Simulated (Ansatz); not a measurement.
**TiSi2: an elastic constant from a strain scan**

Theory: DFT PBE, scalar-relativistic, plane waves, PAW in Ansatz 0.2.0. The runs took a 420 eV cutoff, a Γ-centred 14×14×14 mesh and Gaussian smearing (0.15 eV). No spin polarisation. Energies are free energies at this smearing, counted from the undisturbed cell; pressure is positive in compression.

Reference structure (relaxed at this level; this form isn't the usual structure):

```
Ti Si
1.0
     1.77380   -6.78034    0.00000
     1.77380    6.78034    0.00000
     0.00000    0.00000    3.57922
Ti Si
2 4
Direct
  0.89682 0.10318 0.75000
  0.10318 0.89682 0.25000
  0.55915 0.44085 0.75000
  0.44085 0.55915 0.25000
  0.24983 0.75017 0.75000
  0.75017 0.24983 0.25000
```

The cell is strained by ε times the Voigt pattern (0, 0, 0, 0, 1, 0) (xx, yy, zz, yz, xz, xy; engineering shear) with fractional coordinates fixed. The cell holds 6 atoms in V0 = 86.09 Å³. The stress column is τ = (1/V0) dE/dε, got from the stress tensor σ (compression positive) at each point as −det(1 + εP) σ : P(1 + εP)⁻¹, with P the pattern as a tensor.

| ε | ΔE (meV/atom) | τ (GPa) |
| --- | --- | --- |
| -0.1312 | 107.012 | -18.849 |
| -0.1125 | 77.964 | -15.865 |
| -0.0937 | 53.674 | -13.008 |
| -0.0750 | 34.184 | -10.284 |
| -0.0562 | 19.109 | -7.635 |
| -0.0375 | 8.482 | -5.063 |
| -0.0187 | 2.105 | -2.516 |
| 0.0000 | 0.000 | 0.000 |
| 0.0187 | 2.105 | 2.516 |
| 0.0375 | 8.482 | 5.063 |
| 0.0562 | 19.109 | 7.635 |
| 0.0750 | 34.184 | 10.284 |
| 0.0937 | 53.674 | 13.008 |
| 0.1125 | 77.964 | 15.865 |
| 0.1312 | 107.012 | 18.849 |
| 0.1500 | ? | ? |

Which combination of elastic constants does this scan measure, and how large is it?

For small ε, τ = τ0 + Kε with K = pᵀCp, which for this pattern is C55 in the Cartesian frame shown. The parabola through τ at ε = -0.0187, 0 and 0.0187 has slope K = 135 GPa at zero. The energies per cell, E = NΔE, of the same two points give K = 2[E(ε₊)/ε₊ − E(ε₋)/ε₋]/[(ε₊ − ε₋)V0] = 134 GPa, in agreement. These are clamped-ion values.

Predict the withheld row at ε = 0.1500 from the harmonic law, and compare.

ΔE = V0(τ0 ε + Kε²/2)/N = 135.539 meV/atom and τ = 20.18 GPa. The calculation gives 141.389 meV/atom and 22.02 GPa, a miss of 4.3 % of the harmonic energy, so the harmonic law still holds here.

Forces appear on the atoms along this scan, and letting them relax would lower the energy and soften the response. In a metal these slopes depend on the k mesh and the smearing.